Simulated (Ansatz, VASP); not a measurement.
Tl: VASP beside Ansatz

File INCAR:

```
  PREC = Accurate
  ENCUT = 520
  EDIFF = 1E-8
  ISMEAR = -1
  SIGMA = 0.05
  LREAL = F
  LASPH = T
  NELM = 100
  ALGO = Normal
  ISIF = 2
  LWAVE = F
  LCHARG = F
  GGA = PE
  LEFG = T
  NBANDS = 12
```

File KPOINTS:

```
Automatic mesh
0
Gamma
  16 16 16
```

The input POSCAR:

```
Tl
1.0
    0.0000000000      2.1357396564      2.1357396564
    2.1357396564      0.0000000000      2.1357396564
    2.1357396564      2.1357396564      0.0000000000
Tl
1
Direct
    0.0000000000      0.0000000000      0.0000000000
```

Input for Ansatz:

```yaml
crystal:
  lattice:
    - [0.0, 2.1357396564, 2.1357396564]
    - [2.1357396564, 0.0, 2.1357396564]
    - [2.1357396564, 2.1357396564, 0.0]
  atoms:
    - { symbol: Tl, position: [0.0, 0.0, 0.0] }
kpoints:
  mp_grid: { grid: [16, 16, 16] }
scf:
  occupations: { method: fermi_dirac, width: 0.05 }
hamiltonian:
  xc: pbe
  pseudopotentials: { kind: all_electron, datasets: crystal }
output:
  forces: true
  stress: true
  eigenvalues: true
  efg: { contact_densities: true }
```

Change from the starting cell: volume scaled by 0.96, crystal datasets.

Alike in both runs: task electric field gradients; functional PBE; k mesh 16 × 16 × 16; occupations fermi-dirac, width 0.05 eV; no spin polarisation.

```csv
,VASP,Ansatz
version,VASP 6.6.1,Ansatz 0.2.0
potentials or method,"VASP PAW PBE potentials, release 64 (Tl_d)","all-electron PAW with datasets made for the crystal, scalar-relativistic"
plane-wave cutoff (eV),520,see its input
```

```csv
,VASP,Ansatz,Ansatz less VASP
pressure (GPa),45.9,46.0,+0.09
Vzz of the field gradient on the site that differs most (V/Å²),0.0,0.0,0.00
```

Ansatz ran all-electron here, so the differences hold the error of VASP's frozen core and of both bases. Ansatz warned: «gradients_without_spin_orbit».

Caveats: so large a pressure means that the cell lies far from this level's equilibrium, or that cutoff or potentials fall short (VASP). The runs have no spin-orbit coupling, so splittings on Tl are missing.
